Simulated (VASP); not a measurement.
A run of VASP 6.6.1 is set up as follows.

File INCAR:

```
SYSTEM = V
PREC = Accurate
ENCUT = 520
EDIFF = 1E-7
ISMEAR = 0
SIGMA = 0.1
LREAL = .False.
LASPH = .True.
NELM = 150
ALGO = Normal
ISIF = 2
LWAVE = .False.
LCHARG = .False.
ISPIN = 2
MAGMOM = 2 2
LORBIT = 11
LMAXMIX = 4
GGA = PE
NBANDS = 24
```

The input KPOINTS:

```
regular mesh
0
Gamma
  9 9 4
  0 0 0
```

POSCAR

```
V
1.0
    2.8491683794      0.0000000000      0.0000000000
   -1.4245841897      2.4674521962      0.0000000000
    0.0000000000      0.0000000000      4.5093171657
V
2
Direct
    0.3333333333      0.6666666667      0.2500000000
    0.6666666667      0.3333333333      0.7500000000
```

Potentials or basis: VASP PAW PBE potentials, release 64 (V_sv).

Launch:

```bash
$ cat potpaw_PBE.64/V_sv/POTCAR > POTCAR
$ mpirun -np 1 vasp_std > vasp.out
```

Question: Estimate the band gap on the k mesh.

Answer: None (metal or under the smearing width).

Question: What does it give for the pressure?

Answer: -17.6 GPa.

Question: Estimate the net moment.

Answer: 0.00 μB per cell.

Stress tensor (GPa, compression positive):
```
-19.70   0.00   0.00
  0.00 -19.70   0.00
  0.00   0.00 -13.26
```

Caveat: so large a pressure means that the cell lies far from this level's equilibrium, or that cutoff or potentials fall short.
